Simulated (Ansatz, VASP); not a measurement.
Ru: VASP beside Ansatz

The input INCAR:

```
SYSTEM = Ru
  ALGO = Normal
  EDIFF = 1E-8
  ENCUT = 520
  GGA = PS
  ISIF = 2
  ISMEAR = -1
  LASPH = .TRUE.
  LCHARG = .FALSE.
  LEFG = .TRUE.
  LREAL = .FALSE.
  LWAVE = .FALSE.
  NBANDS = 21
  NELM = 60
  PREC = Accurate
  SIGMA = 0.03
```

Contents of KPOINTS:

```
k-points
0
G
  14 14 8
  0 0 0
```

Contents of POSCAR:

```
Ru
1.0
    2.7237190573      0.0000000000      0.0000000000
   -1.3618595287      2.3588098964      0.0000000000
    0.0000000000      0.0000000000      4.3102577801
Ru
2
Direct
    0.3333333333      0.6666666667      0.2500000000
    0.6666666667      0.3333333333      0.7500000000
```

Input for Ansatz:

```yaml
crystal:
  lattice:
    - [2.7237190573, 0.0, 0.0]
    - [-1.3618595287, 2.3588098964, 0.0]
    - [0.0, 0.0, 4.3102577801]
  atoms:
    - { symbol: Ru, position: [0.3333333333, 0.6666666667, 0.25] }
    - { symbol: Ru, position: [0.6666666667, 0.3333333333, 0.75] }
kpoints:
  mp_grid: { grid: [14, 14, 8] }
scf:
  occupations: { method: fermi_dirac, width: 0.03 }
hamiltonian:
  xc: pbesol
  pseudopotentials: { kind: all_electron, datasets: crystal }
output:
  forces: true
  stress: true
  eigenvalues: true
  efg: { contact_densities: true }
```

Change from the starting cell: volume scaled by 1.02, crystal datasets.

Alike in both runs: task electric field gradients; functional PBEsol; k mesh 14 × 14 × 8; occupations fermi-dirac, width 0.03 eV; no spin polarisation.

|  | VASP | Ansatz |
| --- | --- | --- |
| version | VASP 6.6.1 | Ansatz 0.2.0 |
| potentials or method | VASP PAW PBE potentials, release 64 (Ru_pv) | all-electron PAW with datasets made for the crystal, scalar-relativistic |
| plane-wave cutoff (eV) | 520 | see its input |

Ansatz gave:

| Quantity | Value |
| --- | --- |
| pressure (GPa) | -12.3 |
| largest component of the traceless stress (GPa) | 1.59 |
| Vzz of the field gradient on the site that differs most (V/Å²) | -10.1 |

Estimate VASP's values.

pressure (GPa): -12.3; largest component of the traceless stress (GPa): 1.56; Vzz of the field gradient on the site that differs most (V/Å²): -12.8.

Ansatz ran all-electron here, so the differences hold the error of VASP's frozen core and of both bases. Ansatz warned: «gradients_without_spin_orbit».

Caveats: the PAW data sets were made with another functional, which shifts forces and pressure a little (VASP).
